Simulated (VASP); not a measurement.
W:

```
W
1.0
    -1.58234    1.58234    1.58234
     1.58234   -1.58234    1.58234
     1.58234    1.58234   -1.58234
W
1
Cartesian
  0.0000 0.0000 0.0000
```

```yaml
Program: VASP 6.6.1
Task: relaxation of cell and atoms
Functional: PBE
Potentials_or_basis: VASP PAW PBE potentials, release 64 (W_sv)
Cutoff: 600 eV
k_mesh: 12 × 12 × 12
Occupations: fermi-dirac, width 0.05 eV
Spin: no spin polarisation
```

At the start: pressure 6.5 GPa; volume 15.85 Å³/atom.

Task: How do energy, volume and symmetry change on relaxing?

Result: Over 4 steps the energy falls by 6.5 meV/atom and the volume is 16.18 Å³/atom (+2.1 %); space group Im-3m (No. 229, to 0.05 Å).

The path:
| step | energy change (eV) | largest force (eV/Å) | pressure (GPa) | volume (Å³) |
| --- | --- | --- | --- | --- |
| 1 | 0.0000 | 0.0000 | 6.48 | 15.85 |
| 2 | 0.0669 | 0.0000 | -18.66 | 17.36 |
| 3 | -0.0065 | 0.0000 | -0.18 | 16.19 |
| 4 | -0.0065 | 0.0000 | -0.03 | 16.18 |

Final structure:
```
W
1.0
    -1.59325    1.59325    1.59325
     1.59325   -1.59325    1.59325
     1.59325    1.59325   -1.59325
W
1
Direct
  0.00000 0.00000 0.00000
```
